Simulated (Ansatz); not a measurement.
The system is TiC.

```
CELL_PARAMETERS angstrom
0.00000 2.16572 2.16572
2.16572 0.00000 2.16572
2.16572 2.16572 0.00000
ATOMIC_POSITIONS crystal
Ti 0.00000 0.00000 0.00000
C 0.50000 0.50000 0.50000
```

The cell is a database's computed one.

```yaml
Program: Ansatz 0.2.0
Task: relaxation of cell and atoms
Functional: PBEsol
Potentials_or_basis: Ansatz PAW
Cutoff: "420 eV (not typed: the program's choice for these potentials)"
k_mesh: 11 × 11 × 11
Occupations: fermi-dirac, width 0.05 eV
Spin: no spin polarisation
```

At the start: volume 10.16 Å³/atom.

Task: How do energy, volume and symmetry change on relaxing?

Result: It ends after 4 steps and the volume is 9.89 Å³/atom (-2.6 %); space group Fm-3m (No. 225, to 0.05 Å).

Step by step:
```
step  energy change (eV)  largest force (eV/Å)  volume (Å³)
   1              0.0000                0.0000        20.32
   2             -0.0119                0.0000        19.84
   3             -0.0122                0.0000        19.79
   4             -0.0114                0.0000        19.79
```

Final structure:
```
Ti C
1.0
     0.00000    2.14678    2.14678
     2.14678    0.00000    2.14678
     2.14678    2.14678    0.00000
Ti C
1 1
Direct
  0.00000 0.00000 0.00000
  0.50000 0.50000 0.50000
```

Caveat: the plane-wave basis is chosen anew once the cell has moved, so the energies of steps on either side of that aren't comparable; the PAW data sets come from PBE, with cores solved anew for the run's functional, which leaves a small shift of forces and pressure.
